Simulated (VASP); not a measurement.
# CdS (F-43m) in VASP: notebook

Runs on CdS. Level: PBE. Tasks: single point.

All numbers are computed with VASP 6.6.1; they aren't measurements. Logs are shortened: lines on timing, memory, paths and dates and some standing lists are left out, and cuts for length are marked.

## (1) The structure

It takes space group F-43m (No. 216, cubic). The conventional cell has a = 5.833 Å, b = 5.833 Å, c = 5.833 Å, α = 90.00°, β = 90.00°, γ = 90.00°. Around Cd (site symmetry -43m) lie 4 S at 2.53 Å. Around S (site symmetry -43m) lie 4 Cd at 2.53 Å.

## (2) Single point, PBE

INCAR

```
SYSTEM = CdS
PREC     = Accurate       ! precision mode
ENCUT    = 600            ! plane-wave cutoff, eV
EDIFF    = 1E-7           ! SCF threshold, eV
ISMEAR   = 0              ! smearing method
SIGMA    = 0.02           ! smearing width, eV
LREAL    = .FALSE.        ! projectors in reciprocal space
LASPH    = .TRUE.         ! aspherical terms in the spheres
NELM     = 60             ! most SCF steps
ALGO     = Fast           ! electronic algorithm
ISIF     = 2              ! what is computed and relaxed
LWAVE    = .FALSE.        ! write WAVECAR
LCHARG   = .FALSE.        ! write CHGCAR
GGA      = PE             ! functional
NBANDS   = 16             ! bands
```

KPOINTS

```
Automatic mesh
0
G
  8 8 8
  0 0 0
```

POSCAR

```
CdS
1.0
    0.0000000000      2.9165000000      2.9165000000
    2.9165000000      0.0000000000      2.9165000000
    2.9165000000      2.9165000000      0.0000000000
Cd S
1 1
Direct
    0.0000000000      0.0000000000      0.0000000000
    0.2500000000      0.2500000000      0.2500000000
```

Potentials or basis: VASP PAW PBE potentials, release 64 (Cd, S).

Launch:

```console
$ cat potpaw_PBE.64/Cd/POTCAR potpaw_PBE.64/S/POTCAR > POTCAR
$ mpirun -np 1 vasp_std > vasp.out
```

OUTCAR:

```text
SYSTEM = CdS
   PREC = Accurate
   ENCUT = 600
   EDIFF = 1E-7
   ISMEAR = 0
   LREAL = .FALSE.
   LASPH = .TRUE.
   NELM = 60
   ISIF = 2
   GGA = PE

 ion  position               nearest neighbor table
   1  0.000  0.000  0.000-   2 2.53   2 2.53   2 2.53   2 2.53
   2  0.250  0.250  0.250-   1 2.53   1 2.53   1 2.53   1 2.53

  LATTYP: Found a face centered cubic cell.
 ALAT       =     5.8330000000

  Lattice vectors:

 A1 = (   0.0000000000,   2.9165000000,   2.9165000000)
 A2 = (   2.9165000000,   0.0000000000,   2.9165000000)
 A3 = (   2.9165000000,   2.9165000000,   0.0000000000)

Analysis of symmetry for initial positions (statically):
=====================================================================
 Subroutine PRICEL returns:
 Original cell was already a primitive cell.

 Routine SETGRP: Setting up the symmetry group for a
 face centered cubic supercell.

 Subroutine GETGRP returns: Found 24 space group operations
 (whereof 24 operations were pure point group operations)
 out of a pool of 48 trial point group operations.

The static configuration has the point symmetry T_d .

Analysis of symmetry for dynamics (positions and initial velocities):
=====================================================================
 Subroutine PRICEL returns:
 Original cell was already a primitive cell.

 Routine SETGRP: Setting up the symmetry group for a
 face centered cubic supercell.

 Subroutine GETGRP returns: Found 24 space group operations
 (whereof 24 operations were pure point group operations)
 out of a pool of 48 trial point group operations.

The dynamic configuration has the point symmetry T_d .

 Subroutine INISYM returns: Found 24 space group operations
 (whereof 24 operations are pure point group operations),
 and found     1 'primitive' translations

----------------------------------------------------------------------------------------

                                     Primitive cell

  volume of cell :      49.6153

  direct lattice vectors                    reciprocal lattice vectors
     0.000000000  2.916500000  2.916500000    -0.171438368  0.171438368  0.171438368
     2.916500000  0.000000000  2.916500000     0.171438368 -0.171438368  0.171438368
     2.916500000  2.916500000  0.000000000     0.171438368  0.171438368 -0.171438368

  length of vectors
     4.124553855  4.124553855  4.124553855     0.296939964  0.296939964  0.296939964

  position of ions in fractional coordinates (direct lattice)
     0.000000000  0.000000000  0.000000000
[... 81 lines left out ...]
   NSW    =      0    number of steps for IOM
   IBRION =     -1    ionic relax: 0-MD 1-quasi-New 2-CG
   NFREE  =      0    steps in history (QN), initial steepest desc. (CG)
   ISIF   =      2    stress and relaxation
   ISYM   =      2    0-nonsym 1-usesym 2-fastsym
   POTIM  = 0.5000    time-step for ionic-motion
   TEBEG  =    0.0;   TEEND  =   0.0 temperature during run
   PSTRESS=    0.0 pullay stress
   NELECT =      18.0000    total number of electrons
   NUPDOWN=      -1.0000    fix difference up-down
   EMIN   =  10.00;   EMAX   =-10.00  energy-range for DOS
   EFERMI =   0.00;   METHOD = LEGACY
   ISMEAR =     0;   SIGMA  =   0.02  broadening in eV -4-tet -1-fermi 0-gaus
   EFERMI_NEDOS =   21; number of points for ismear=-14 and -15
   IALGO  =     68    algorithm
   IMIX   =      4    mixing-type and parameters
     AMIX     =   0.40;   BMIX     =  1.00
     AMIX_MAG =   1.60;   BMIX_MAG =  1.00
  volume/ion in A,a.u.               =      24.81       167.41
  Fermi-wavevector in a.u.,A,eV,Ry     =   1.167599  2.206442 18.548649  1.363287
  Thomas-Fermi vector in A             =   2.304097
   LORBIT       =      0    0 simple, 1 ext, 2 COOP (PROOUT), +10 PAW based schemes
   GGA     = PE    functional components
   LHFCALC =     F    Hartree Fock is set to
   AEXX    =    0.0000 exact exchange contribution
   IVDW    =     0    specifies the selected vdW correction
   LEPSILON=     F    determine dielectric tensor
   LRPA    =     F    only Hartree local field effects (RPA)
 non-spin polarized calculation
 RMM-DIIS sequential band-by-band and
 Gauss-broadening in eV      SIGMA  =   0.02
  energy-cutoff  :      600.00
  volume of cell :       49.62
 maximum number of plane-waves:      1676
 NGX is ok and might be reduce to    36
   NGX = 17   NGY = 17   NGZ = 17

 number of electron      17.9999999 magnetization

 Free energy of the ion-electron system (eV)
  ---------------------------------------------------
  ext. energy  EPLUGINS =         0.00000000
  ---------------------------------------------------
  free energy    TOTEN  =        -6.12115812 eV

  energy without entropy =       -6.12115812  energy(sigma->0) =       -6.12115812

 E-fermi :   1.4238     XC(G=0):  -9.1495

 val. band max:        1.3141134578   @ k =   0.0000   0.0000   0.0000
 cond. band min:       2.4640669930   @ k =   0.0000   0.0000   0.0000
 fundamental gap:      1.1499535352
 Fermi energy:         1.4237774072

 k-point     1 :       0.0000    0.0000    0.0000
  band No.  band energies     occupation
      1     -11.0554      2.00000
      2      -6.4145      2.00000
      3      -6.4145      2.00000
      4      -6.4145      2.00000
      5      -5.9347      2.00000
      6      -5.9347      2.00000
[... 433 lines left out ...]
      3      -6.2124      2.00000
      4      -5.9604      2.00000
      5      -5.9079      2.00000
      6      -5.4405      2.00000
[... 8 lines left out ...]
     15      13.6168      0.00000
     16      14.4858      0.00000

 [... further k-points ...]

------------------------ aborting loop because EDIFF is reached ----------------------------------------

  FORCE on cell =-STRESS in cart. coord.  units (eV):
  Direction    XX          YY          ZZ          XY          YZ          ZX
  --------------------------------------------------------------------------------------
  -------------------------------------------------------------------------------------
  Total        0.9841136      0.9841136      0.9841136     -0.0000000      0.0000000      0.0000000
  in kB       31.7789749     31.7789749     31.7789749     -0.0000000      0.0000000      0.0000000
  external PRESSURE =      31.7789749 kB  Pullay stress =       0.0000000 kB

 VOLUME and BASIS-vectors are now :
 -----------------------------------------------------------------------------
  energy-cutoff  :      600.00
  volume of cell :       49.62
      direct lattice vectors                 reciprocal lattice vectors
     0.000000000  2.916500000  2.916500000    -0.171438368  0.171438368  0.171438368
     2.916500000  0.000000000  2.916500000     0.171438368 -0.171438368  0.171438368
     2.916500000  2.916500000  0.000000000     0.171438368  0.171438368 -0.171438368

 POSITION                                       TOTAL-FORCE (eV/Angst)
 -----------------------------------------------------------------------------------
      0.00000      0.00000      0.00000        -0.000000      0.000000      0.000000
      1.45825      1.45825      1.45825         0.000000     -0.000000     -0.000000
 -----------------------------------------------------------------------------------
    total drift:                               -0.000000     -0.000000     -0.000000

  FREE ENERGIE OF THE ION-ELECTRON SYSTEM (eV)
  ---------------------------------------------------
  free  energy   TOTEN  =        -6.1211581183 eV

  energy  without entropy=       -6.1211581183  energy(sigma->0) =       -6.12115812
```

Wall time 16 s (1 thread of Intel Xeon Platinum 8559C (Emerald Rapids), shared host); peak memory 0.21 GiB.

Results:

| Item | Value |
| --- | --- |
| Free energy | -6.1212 eV |
| Pressure | 3.2 GPa |
| Band gap on the k mesh | 1.15 eV, direct |

PBE gaps usually lie below the measured ones, often by a third to a half.

## (3) Single point, PBE

INCAR, as its differences from that of step 2:

```diff
@@ -2,3 +2,3 @@
 PREC     = Accurate       ! precision mode
-ENCUT    = 600            ! plane-wave cutoff, eV
+ENCUT    = 700            ! plane-wave cutoff, eV
 EDIFF    = 1E-7           ! SCF threshold, eV
```

KPOINTS is that of step 2.

POSCAR is that of step 2.

Potentials or basis: VASP PAW PBE potentials, release 64 (Cd, S).

Launch:

```console
$ cat potpaw_PBE.64/Cd/POTCAR potpaw_PBE.64/S/POTCAR > POTCAR
$ mpirun -np 1 vasp_std > vasp.out
```

Wall time 17 s (1 thread of Intel Xeon Platinum 8559C (Emerald Rapids), shared host); peak memory 0.21 GiB.

It converged, with:

- Free energy: -6.1214 eV
- Pressure: 3.2 GPa
- Band gap on the k mesh: 1.15 eV, direct

Levels at points of the mesh, in eV from the valence-band top:
| k point | band 7 | band 8 | band 9 | band 10 | band 11 | band 12 |
| --- | --- | --- | --- | --- | --- | --- |
| (0.00, 0.00, 0.00) | 0.00 | 0.00 | 0.00 | 1.15 | 6.55 | 6.55 |
| (0.50, 0.00, 0.00) | -4.40 | -0.75 | -0.75 | 3.02 | 7.01 | 7.01 |
| (0.50, 0.50, 0.00) | -3.95 | -1.88 | -1.88 | 3.55 | 4.35 | 9.23 |
